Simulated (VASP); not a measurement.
The system is AlN.

```
CELL_PARAMETERS angstrom
3.11300 0.00000 0.00000
-1.55650 2.69594 0.00000
0.00000 0.00000 4.98100
ATOMIC_POSITIONS crystal
Al 0.33333 0.66667 0.00000
Al 0.66667 0.33333 0.50000
N 0.33333 0.66667 0.38000
N 0.66667 0.33333 0.88000
```

* Program: VASP 6.6.1
* Task: relaxation of cell and atoms
* Functional: PBE
* Potentials or basis: VASP PAW PBE potentials, release 64 (Al, N)
* Cutoff: 600 eV
* k mesh: 12 × 12 × 7
* Occupations: fermi-dirac, width 0.05 eV
* Spin: no spin polarisation

At the start: pressure 3.3 GPa; volume 10.45 Å³/atom.

Q: Where does the relaxation end?

A: Over 3 steps the energy falls by 2.1 meV/atom and the volume is 10.62 Å³/atom (+1.7 %); space group P6_3mc (No. 186, to 0.05 Å).

Step by step:
```csv
step,energy change (eV),largest force (eV/Å),pressure (GPa),volume (Å³)
1,0.0000,0.1289,3.34,41.80
2,-0.0018,0.0914,-2.77,43.13
3,-0.0083,0.0035,0.00,42.50
```

Final structure:
```xyz
4
Lattice="3.1273 0.0000 0.0000 -1.5637 2.7084 0.0000 0.0000 0.0000 5.0176" Properties=species:S:1:pos:R:3 pbc="T T T"
Al    0.0000    1.8056    5.0143
Al    1.5637    0.9028    2.5055
N     0.0000    1.8056    1.9100
N     1.5637    0.9028    4.4188
```
